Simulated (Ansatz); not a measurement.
Input of an Ansatz 0.2.0 run:

Contents of input.yaml:

```yaml
crystal:
  lattice:
    - [0.0, 2.96575, 2.96575]
    - [2.96575, 0.0, 2.96575]
    - [2.96575, 2.96575, 0.0]
  atoms:
    - { symbol: Pb, position: [0.0, 0.0, 0.0] }
    - { symbol: S, position: [0.5, 0.5, 0.5] }
hamiltonian:
  xc: mr2scan
  pseudopotentials: { kind: paw }
kpoints:
  mp_grid: { grid: [8, 8, 8] }
  band_path:
    path:
      - [[0.0, 0.0, 0.0], [0.5, 0.0, 0.5], [0.5, 0.25, 0.75], [0.375, 0.375, 0.75], [0.0, 0.0, 0.0], [0.5, 0.5, 0.5], [0.625, 0.25, 0.625], [0.5, 0.25, 0.75], [0.5, 0.5, 0.5], [0.375, 0.375, 0.75]]
      - [[0.625, 0.25, 0.625], [0.5, 0.0, 0.5]]
    npoints: 14
scf:
  occupations: { method: fermi_dirac, width: 0.05 }
  n_extra_bands: 6
output:
  forces: true
  stress: true
  eigenvalues: true
  fatbands: false
  write_density: true
  write_potential: true
  elf: true
  volumetric_format: npy
```

Potentials or basis: Ansatz PAW.

Launch:

```console
$ ansatz run input.yaml --threads 2 --pin off --max-ram 5120MiB --backend cpu --events-out ev --progress --plain --runs-dir out
```

Task: Predict the pressure.

Result: 1.3 GPa.

Task: Predict the band gap on the k mesh.

Result: 0.61 eV, direct.

Task: What does it give for the band gap along the path?

Result: 0.61 eV, direct.

Levels at the corners of the path, in eV from the valence-band top:
```
point  band 7  band 8  band 9  band 10  band 11  band 12  band 13  band 14
    Γ   -6.10   -2.35   -2.35    -2.35     5.54     5.54     5.54     7.08
    X   -7.36   -5.41   -3.63    -3.63     4.12     5.99     6.08     6.08
    W   -8.16   -4.62   -4.62    -1.13     2.45     4.99     4.99     8.59
    K   -8.20   -4.98   -3.12    -2.58     3.61     4.41     5.41     6.59
    Γ   -6.10   -2.35   -2.35    -2.35     5.54     5.54     5.54     7.08
    L   -9.12   -1.95   -1.95     0.00     0.61     2.16     2.16     9.15
    U   -8.20   -4.98   -3.12    -2.58     3.61     4.41     5.41     6.59
    W   -8.16   -4.62   -4.62    -1.13     2.45     4.99     4.99     8.59
    L   -9.12   -1.95   -1.95     0.00     0.61     2.16     2.16     9.15
    K   -8.20   -4.98   -3.12    -2.58     3.61     4.41     5.41     6.59
    U   -8.20   -4.98   -3.12    -2.58     3.61     4.41     5.41     6.59
    X   -7.36   -5.41   -3.63    -3.63     4.12     5.99     6.08     6.08
```

Caveat: spin-orbit coupling is left out, which as a rule narrows the gap of such compounds by several tenths of an eV; the PAW data sets come from PBE, with cores solved anew for the run's functional, which leaves a small shift of forces and pressure.
